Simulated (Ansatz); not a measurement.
CuI, one cell by several methods

```
Cu I
1.0
     3.73317   -3.71109    0.00000
     3.73317    3.71109    0.00000
     0.00000    0.00000    4.35007
Cu I
2 2
Direct
  0.42044 0.57956 0.75000
  0.57956 0.42044 0.25000
  0.77004 0.22996 0.75000
  0.22996 0.77004 0.25000
```

Atom numbers follow the list: Cu1, Cu2, I3, I4.

The cell is the one relaxed in the Materials Project (mp-1007922), not relaxed further here; entries there can be hypothetical. The listed cell was then made from it by scaling, straining or moving an atom.

Spin–orbit coupling is left out, though it moves levels of the heavy atoms by tenths of an eV or more.

All numbers are computed: DFT, LDA, PAW with Ansatz's default frozen-core files, scalar-relativistic (Ansatz 0.2.0); DFT, LDA, all-electron PAW with datasets made for the crystal, scalar-relativistic (Ansatz 0.2.0); DFT, LDA, all-electron LAPW, scalar-relativistic (Ansatz 0.2.0).

For PAW: a Γ-centred 5×5×6 k mesh, Fermi–Dirac smearing of 0.02 eV, cutoff 420 eV, no spin polarisation; the PAW files were made with PBE, and the program remakes their frozen cores for this functional. The crystal-made all-electron datasets (AE datasets) take a cutoff of 280 eV at this cell. LAPW targets a basis error of 0.5 meV/atom. The Ansatz runs share mesh, smearing and spin set-up. Plane-wave (PAW) pressures include the program's estimate of the Pulay term.

Stress and pressure are positive in compression.

```
              quantity     PAW  AE datasets    LAPW
        pressure (GPa)   -3.55        -3.55   -3.55
       stress xx (GPa)   -1.25        -1.26   -1.25
       stress yy (GPa)   -4.02        -4.02   -4.02
       stress zz (GPa)   -5.38        -5.38   -5.37
force on Cu1, y (eV/Å)  -0.065       -0.066  -0.066
 force on I3, y (eV/Å)   0.461        0.460   0.460
         band gap (eV)   0.868        0.865   0.865
```
